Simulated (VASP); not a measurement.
# Ni (P6_3/mmc) in VASP: a series of runs

One crystal, Ni, is run at these levels: PBE; tasks: single point.

Everything below comes from runs of VASP 6.6.1. Logs are shortened: lines on timing, memory, paths and dates and some standing lists are left out, and cuts for length are marked.

## 1. The structure

It takes space group P6_3/mmc (No. 194, hexagonal). The conventional cell has a = 2.448 Å, b = 2.448 Å, c = 4.073 Å, α = 90.00°, β = 90.00°, γ = 120.00°. Ni (site symmetry -6m2) has 12 Ni at 2.45 to 2.48 Å as nearest neighbours.

This isn't the form of Ni at room conditions, which is fcc.

## 2. Single point, PBE, collinear spin, ferromagnetic start

The input, INCAR:

```
  ADDGRID = F
  ALGO = Normal
  EDIFF = 1E-6
  ENCUT = 450
  GGA = PE
  ISIF = 2
  ISMEAR = 0
  ISPIN = 2
  LASPH = T
  LCHARG = F
  LMAXMIX = 4
  LORBIT = 11
  LREAL = F
  LWAVE = F
  MAGMOM = 1 1
  NBANDS = 21
  NELM = 100
  PREC = Normal
  SIGMA = 0.1
```

The input, KPOINTS:

```
k-points
0
Gamma
  13 13 7
```

The input, POSCAR:

```
Ni
1.0
    2.4480228978      0.0000000000      0.0000000000
   -1.2240114489      2.1200500186      0.0000000000
    0.0000000000      0.0000000000      4.0728075700
Ni
2
Direct
    0.6666666667      0.3333333333      0.7500000000
    0.3333333333      0.6666666667      0.2500000000
```

Potentials or basis: VASP PAW PBE potentials, release 64 (Ni).

Command:

```console
> cat potpaw_PBE.64/Ni/POTCAR > POTCAR
> mpirun -np 1 vasp_std > vasp.out
```

OUTCAR:

```text
EDIFF = 1E-6
   ENCUT = 450
   GGA = PE
   ISIF = 2
   ISMEAR = 0
   ISPIN = 2
   LASPH = T
   LORBIT = 11
   LREAL = F
   NELM = 100
   PREC = Normal

 Found     84 irreducible k-points:

 Following reciprocal coordinates:
            Coordinates               Weight
  0.000000  0.000000  0.000000      1.000000
  0.076923 -0.000000  0.000000      6.000000
  0.153846  0.000000  0.000000      6.000000
  0.230769 -0.000000  0.000000      6.000000
  0.307692  0.000000  0.000000      6.000000
  0.384615  0.000000  0.000000      6.000000
   k-points           NKPTS =     84   k-points in BZ     NKDIM =     84   number of bands    NBANDS=     21
   number of dos      NEDOS =    301   number of ions     NIONS =      2
   total plane-waves  NPLWV =   4704
   dimension x,y,z NGX =    14 NGY =   14 NGZ =   24
   dimension x,y,z NGXF=    28 NGYF=   28 NGZF=   48
   ions per type =               2
   NGX,Y,Z   is equivalent  to a cutoff of   9.51,  9.51,  9.80 a.u.
   NGXF,Y,Z  is equivalent  to a cutoff of  19.01, 19.01, 19.59 a.u.
 SYSTEM =  unknown system
   PREC   = normal    normal or accurate (medium, high low for compatibility)
   ISTART =      0    job   : 0-new  1-cont  2-samecut
   ICHARG =      2    charge: 1-file 2-atom 10-const
   ISPIN  =      2    spin polarized calculation?
   LNONCOLLINEAR =      F non collinear calculations
   LSORBIT =      F    spin-orbit coupling
   LASPH  =      T    aspherical Exc in radial PAW
   ENCUT  =  450.0 eV  33.07 Ry    5.75 a.u.   4.23  4.23  7.04*2*pi/ulx,y,z
   NELM   =    100;   NELMIN=  2; NELMDL= -5     # of ELM steps
   EDIFF  = 0.1E-05   stopping-criterion for ELM
   LREAL  =      F    real-space projection
   EDIFFG = 0.1E-04   stopping-criterion for IOM
   NSW    =      0    number of steps for IOM
   IBRION =     -1    ionic relax: 0-MD 1-quasi-New 2-CG
   NFREE  =      0    steps in history (QN), initial steepest desc. (CG)
   ISIF   =      2    stress and relaxation
   ISYM   =      2    0-nonsym 1-usesym 2-fastsym
   POTIM  = 0.5000    time-step for ionic-motion
   TEBEG  =    0.0;   TEEND  =   0.0 temperature during run
   PSTRESS=    0.0 pullay stress
   NELECT =      20.0000    total number of electrons
   NUPDOWN=      -1.0000    fix difference up-down
   EMIN   =  10.00;   EMAX   =-10.00  energy-range for DOS
   EFERMI =   0.00;   METHOD = LEGACY
   ISMEAR =     0;   SIGMA  =   0.10  broadening in eV -4-tet -1-fermi 0-gaus
   EFERMI_NEDOS =   21; number of points for ismear=-14 and -15
   IALGO  =     38    algorithm
   IMIX   =      4    mixing-type and parameters
     AMIX     =   0.40;   BMIX     =  1.00
     AMIX_MAG =   1.60;   BMIX_MAG =  1.00
  volume/ion in A,a.u.               =      10.57        71.32
  Fermi-wavevector in a.u.,A,eV,Ry     =   1.607187  3.037143 35.144518  2.583049
  Thomas-Fermi vector in A             =   2.703255
   LORBIT       =     11    0 simple, 1 ext, 2 COOP (PROOUT), +10 PAW based schemes
   GGA     = PE    functional components
   LHFCALC =     F    Hartree Fock is set to
   AEXX    =    0.0000 exact exchange contribution
   IVDW    =     0    specifies the selected vdW correction
   LEPSILON=     F    determine dielectric tensor
   LRPA    =     F    only Hartree local field effects (RPA)
 spin polarized calculation
 Gauss-broadening in eV      SIGMA  =   0.10
  energy-cutoff  :      450.00
  volume of cell :       21.14
 maximum number of plane-waves:       476
   NGX =  9   NGY =  9   NGZ = 15

 number of electron      20.0000000 magnetization       1.2409611

 Free energy of the ion-electron system (eV)
  ---------------------------------------------------
  ext. energy  EPLUGINS =         0.00000000
  ---------------------------------------------------
  free energy    TOTEN  =       -10.88390666 eV

  energy without entropy =      -10.86143159  energy(sigma->0) =      -10.87266913

 E-fermi :   9.8090     XC(G=0): -13.4262

 val. band max:        9.8070649890   @ k =   0.3077   0.3077   0.0000
 cond. band min:       9.8112455817   @ k =   0.2308   0.0769   0.2857
 fundamental gap:      0.0041805927
 Fermi energy:         9.8089919965

 spin component 1

 k-point     1 :       0.0000    0.0000    0.0000
  band No.  band energies     occupation
      1       0.5772      1.00000
      2       4.7878      1.00000
      3       7.2356      1.00000
      4       7.3967      1.00000
      5       7.3967      1.00000
      6       7.6603      1.00000
[... 13 lines left out ...]
     20      36.5527      0.00000
     21      40.4722      0.00000

 k-point     2 :       0.0769   -0.0000    0.0000
  band No.  band energies     occupation
      1       0.7901      1.00000
      2       4.9213      1.00000
      3       7.1435      1.00000
      4       7.4637      1.00000
      5       7.4902      1.00000
      6       7.6132      1.00000
[... 13 lines left out ...]
     20      38.7867      0.00000
     21      39.4108      0.00000

 k-point     3 :       0.1538    0.0000    0.0000
  band No.  band energies     occupation
      1       1.4122      1.00000
      2       5.2678      1.00000
      3       6.9391      1.00000
      4       7.2360      1.00000
      5       7.4356      1.00000
      6       7.7016      1.00000
[... 13 lines left out ...]
     20      38.7467      0.00000
     21      39.3087      0.00000

 k-point     4 :       0.2308   -0.0000    0.0000
  band No.  band energies     occupation
      1       2.3837      1.00000
      2       5.6224      1.00000
      3       6.5810      1.00000
      4       6.7674      1.00000
      5       7.3012      1.00000
      6       7.7946      1.00000
[... 13 lines left out ...]
     20      38.9924      0.00000
     21      39.0566      0.00000

 k-point     5 :       0.3077    0.0000    0.0000
  band No.  band energies     occupation
      1       3.5554      1.00000
      2       5.6725      1.00000
      3       6.1016      1.00000
      4       6.7863      1.00000
      5       7.3407      1.00000
      6       7.6223      1.00000
[... 13 lines left out ...]
     20      37.1487      0.00000
     21      38.4685      0.00000

 k-point     6 :       0.3846    0.0000    0.0000
  band No.  band energies     occupation
      1       4.5855      1.00000
      2       5.5095      1.00000
      3       5.7913      1.00000
      4       6.9814      1.00000
      5       7.4891      1.00000
      6       7.5158      1.00000
[... 13 lines left out ...]
     20      35.8304      0.00000
     21      38.0935      0.00000

 [... further k-points ...]

 spin component 2

 k-point     1 :       0.0000    0.0000    0.0000
  band No.  band energies     occupation
      1       0.5487      1.00000
      2       5.1839      1.00000
      3       7.9400      1.00000
      4       8.0695      1.00000
      5       8.0695      1.00000
      6       8.3515      1.00000
[... 13 lines left out ...]
     20      36.6355      0.00000
     21      40.5525      0.00000

 k-point     2 :       0.0769   -0.0000    0.0000
  band No.  band energies     occupation
      1       0.7618      1.00000
      2       5.3260      1.00000
      3       7.8195      1.00000
      4       8.1586      1.00000
      5       8.1670      1.00000
      6       8.2995      1.00000
[... 13 lines left out ...]
     20      38.8675      0.00000
     21      39.4757      0.00000

 k-point     3 :       0.1538    0.0000    0.0000
  band No.  band energies     occupation
      1       1.3860      1.00000
      2       5.6997      1.00000
      3       7.5814      1.00000
      4       7.6162      1.00000
      5       8.1092      1.00000
      6       8.4102      1.00000
[... 13 lines left out ...]
     20      38.7961      0.00000
     21      39.3859      0.00000

 k-point     4 :       0.2308   -0.0000    0.0000
  band No.  band energies     occupation
      1       2.3677      1.00000
      2       6.1038      1.00000
      3       6.9831      1.00000
      4       7.3621      1.00000
      5       7.9550      1.00000
      6       8.4233      1.00000
[... 13 lines left out ...]
     20      39.0661      0.00000
     21      39.1533      0.00000

 k-point     5 :       0.3077    0.0000    0.0000
  band No.  band energies     occupation
      1       3.5813      1.00000
      2       6.2007      1.00000
      3       6.5253      1.00000
      4       7.3108      1.00000
      5       7.9879      1.00000
      6       8.2414      1.00000
[... 13 lines left out ...]
     20      37.2650      0.00000
     21      38.5004      0.00000

 k-point     6 :       0.3846    0.0000    0.0000
  band No.  band energies     occupation
      1       4.7437      1.00000
      2       6.0383      1.00000
      3       6.2321      1.00000
      4       7.3996      1.00000
      5       8.0739      1.00000
      6       8.1010      1.00000
[... 13 lines left out ...]
     20      35.9304      0.00000
     21      38.1377      0.00000

 [... further k-points ...]

------------------------ aborting loop because EDIFF is reached ----------------------------------------

  FORCE on cell =-STRESS in cart. coord.  units (eV):
  Direction    XX          YY          ZZ          XY          YZ          ZX
  --------------------------------------------------------------------------------------
  -------------------------------------------------------------------------------------
  Total        1.0020120      1.0020120      0.6132232     -0.0000000      0.0000000      0.0000000
  in kB       75.9500462     75.9500462     46.4808131     -0.0000000      0.0000000      0.0000000
  external PRESSURE =      66.1269685 kB  Pullay stress =       0.0000000 kB

 VOLUME and BASIS-vectors are now :
 -----------------------------------------------------------------------------
  energy-cutoff  :      450.00
  volume of cell :       21.14
      direct lattice vectors                 reciprocal lattice vectors
     2.448022898  0.000000000  0.000000000     0.408492911  0.235843492  0.000000000
    -1.224011449  2.120050019  0.000000000     0.000000000  0.471686984  0.000000000
     0.000000000  0.000000000  4.072807570     0.000000000  0.000000000  0.245530873

 POSITION                                       TOTAL-FORCE (eV/Angst)
 -----------------------------------------------------------------------------------
      1.22401      0.70668      3.05461         0.000000     -0.000000      0.000000
     -0.00000      1.41337      1.01820        -0.000000      0.000000      0.000000
 -----------------------------------------------------------------------------------
    total drift:                               -0.000000      0.000000     -0.000000

  FREE ENERGIE OF THE ION-ELECTRON SYSTEM (eV)
  ---------------------------------------------------
  free  energy   TOTEN  =       -10.8839066615 eV

  energy  without entropy=      -10.8614315929  energy(sigma->0) =      -10.87266913

 total charge

# of ion       s       p       d       tot
------------------------------------------
    1        0.510   0.523   8.331   9.364
    2        0.510   0.523   8.331   9.364
--------------------------------------------------
tot          1.019   1.047  16.662  18.728

 magnetization (x)

# of ion       s       p       d       tot
------------------------------------------
    1       -0.005  -0.025   0.659   0.630
    2       -0.005  -0.025   0.659   0.630
--------------------------------------------------
tot         -0.010  -0.050   1.319   1.259
```

Wall time 15 s (1 thread of AMD EPYC 9R45 (Zen 5), shared host); peak memory 0.12 GiB.

These settings aren't checked as converged: the numbers below hold their error.

What came out:

| Quantity | Value |
| --- | --- |
| Free energy | -10.8839 eV |
| Pressure | 6.6 GPa |
| Band gap on the k mesh | none (metal or under the smearing width) |
| Net moment | 1.24 μB per cell |
| Site moments | Ni +0.63 μB |
| Valence electrons inside the program's atomic spheres | Ni 9.36 |

## 3. Single point, PBE, collinear spin, ferromagnetic start

Changes to INCAR since step 2:

```diff
@@ -12,3 +12,3 @@
   LORBIT = 11
-  LREAL = F
+  LREAL = Auto
   LWAVE = F
@@ -17,3 +17,3 @@
   NELM = 100
-  PREC = Normal
+  PREC = Accurate
   SIGMA = 0.1
```

KPOINTS is that of step 2.

POSCAR is that of step 2.

Potentials or basis: VASP PAW PBE potentials, release 64 (Ni).

Command:

```console
> cat potpaw_PBE.64/Ni/POTCAR > POTCAR
> mpirun -np 1 vasp_std > vasp.out
```

Run time: 45 s. Hardware: 1 thread of AMD EPYC 9R45 (Zen 5), shared host; peak memory 0.13 GiB.

These settings aren't checked as converged: the numbers below hold their error.

Results:

```yaml
Free_energy: -10.8842 eV
Pressure: 6.6 GPa
Band_gap_on_the_k_mesh: none (metal or under the smearing width)
Net_moment: 1.24 μB per cell
Site_moments: Ni +0.63 μB
Valence_electrons_inside_the_program's_atomic_spheres: Ni 9.36
```

## 4. Single point, PBE, collinear spin, ferromagnetic start

Changes to INCAR since step 3:

```diff
@@ -2,3 +2,3 @@
   ALGO = Normal
-  EDIFF = 1E-6
+  EDIFF = 0.01
   ENCUT = 450
@@ -12,3 +12,3 @@
   LORBIT = 11
-  LREAL = Auto
+  LREAL = F
   LWAVE = F
```

KPOINTS is that of step 3.

POSCAR is that of step 3.

Command:

```console
> cat potpaw_PBE.64/Ni/POTCAR > POTCAR
> mpirun -np 1 vasp_std > vasp.out
```

Wall time 15 s (1 thread of AMD EPYC 9R45 (Zen 5), shared host); peak memory 0.13 GiB.

The run converged, but some of its settings lie outside the range that counts as converged, so its numbers aren't taken as properties of the crystal.

What came out:

| Quantity | Value |
| --- | --- |
| Free energy | -10.8851 eV |
| Pressure | 6.1 GPa |
| Band gap on the k mesh | none (metal or under the smearing width) |
| Net moment | 1.23 μB per cell |
| Site moments | Ni +0.63 μB |
| Valence electrons inside the program's atomic spheres | Ni 9.36 |

## 5. Single point, PBE, collinear spin, ferromagnetic start

Changes to INCAR since step 4:

```diff
@@ -2,3 +2,3 @@
   ALGO = Normal
-  EDIFF = 0.01
+  EDIFF = 0.001
   ENCUT = 450
```

KPOINTS is that of step 4.

POSCAR is that of step 4.

Command:

```console
> cat potpaw_PBE.64/Ni/POTCAR > POTCAR
> mpirun -np 1 vasp_std > vasp.out
```

Wall time 18 s (1 thread of AMD EPYC 9R45 (Zen 5), shared host); peak memory 0.13 GiB.

These settings aren't checked as converged: the numbers below hold their error.

Results:

```
Free energy                                           : -10.8839 eV
Pressure                                              : 6.4 GPa
Band gap on the k mesh                                : none (metal or under the smearing width)
Net moment                                            : 1.24 μB per cell
Site moments                                          : Ni +0.63 μB
Valence electrons inside the program's atomic spheres : Ni 9.36
```

## 6. Single point, PBE, collinear spin, ferromagnetic start

Changes to INCAR since step 5:

```diff
@@ -2,3 +2,3 @@
   ALGO = Normal
-  EDIFF = 0.001
+  EDIFF = 1E-4
   ENCUT = 450
```

KPOINTS is that of step 5.

POSCAR is that of step 5.

Potentials or basis: VASP PAW PBE potentials, release 64 (Ni).

Command:

```console
> cat potpaw_PBE.64/Ni/POTCAR > POTCAR
> mpirun -np 1 vasp_std > vasp.out
```

It took 19 s on 1 thread of AMD EPYC 9R45 (Zen 5), shared host; peak memory 0.13 GiB.

These settings aren't checked as converged: the numbers below hold their error.

Results:

| Quantity | Value |
| --- | --- |
| Free energy | -10.8839 eV |
| Pressure | 6.4 GPa |
| Band gap on the k mesh | none (metal or under the smearing width) |
| Net moment | 1.24 μB per cell |
| Site moments | Ni +0.63 μB |
| Valence electrons inside the program's atomic spheres | Ni 9.36 |
